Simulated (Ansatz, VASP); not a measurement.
# One calculation of BeS, two programs

```
Be S
1.0
     0.00000    2.22461    2.22461
     2.22461    0.00000    2.22461
     2.22461    2.22461    0.00000
Be S
1 1
Direct
  0.00000 0.00000 0.00000
  0.50000 0.50000 0.50000
```

Change from the starting cell: hydrostatic strain -4.0%.

Alike in both runs: task single point; functional PBE; k mesh 10 × 10 × 10; occupations fermi-dirac, width 0.02 eV; no spin polarisation.

|  | VASP | Ansatz |
| --- | --- | --- |
| version | VASP 6.6.1 | Ansatz 0.2.0 |
| potentials or method | VASP PAW PBE potentials, release 64 (Be, S) | plane waves, PAW |
| plane-wave cutoff (eV) | 520 | 420 |
| valence electrons in the cell | 8 | 8 |

```csv
,VASP,Ansatz,Ansatz less VASP
gap on the k mesh at the Fermi level (eV),1.09,1.08,-0.010
pressure (GPa),16.0,16.1,+0.09
```

Caveats: so large a pressure means that the cell lies far from this level's equilibrium, or that cutoff or potentials fall short (VASP). A k mesh can miss the band edges.
